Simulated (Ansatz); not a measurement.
## SnTe under changes of volume

One of the cells (31.281 Å³/atom); the others are scaled copies at fixed shape and fractional positions:

```
Te Sn
1.0
     0.00000    3.15085    3.15085
     3.15085    0.00000    3.15085
     3.15085    3.15085    0.00000
Te Sn
1 1
Direct
  0.50000 0.50000 0.50000
  0.00000 0.00000 0.00000
```

```yaml
Program: Ansatz 0.2.0
Functional: HSEsol
Potentials_or_basis: Ansatz PAW
Cutoff: "420 eV (not typed: the program's choice for these potentials)"
k_mesh: 4 × 4 × 4
Occupations: fermi-dirac, width 0.05 eV
Spin: no spin polarisation
```

| volume (Å³/atom) | energy over the lowest point (meV/atom) | pressure (GPa) |
| --- | --- | --- |
| 29.404 | 6.77 | 2.1 |
| 30.030 | ? | ? |
| 30.656 | 0.00 | 0.1 |
| 31.281 | 0.90 | -0.6 |
| 31.907 | 4.07 | -1.3 |
| 32.532 | 10.12 | -2.1 |
| 33.158 | 19.15 | -2.8 |

Q: What does the run at 30.030 Å³/atom give?

A: Energy over the lowest point 1.42 meV/atom; pressure 1.0 GPa.

Worked out: A Birch-Murnaghan fit of order 3 (a polynomial in V^(-2/3)) to the other rows has its minimum at 30.82 Å³/atom with B0 = V·E''(V) = 34 GPa (rough, since the energies scatter). It gives 2.16 meV/atom at 30.030 Å³/atom, against the run's 1.42, and -dE/dV = 0.9 GPa, against 1.0.

Energies are extrapolated to zero smearing.

Caveats: all runs use coarse meshes; the PAW data sets come from PBE, with cores solved anew for the run's functional, which leaves a small shift of forces and pressure; the thresholds are loose for stress.
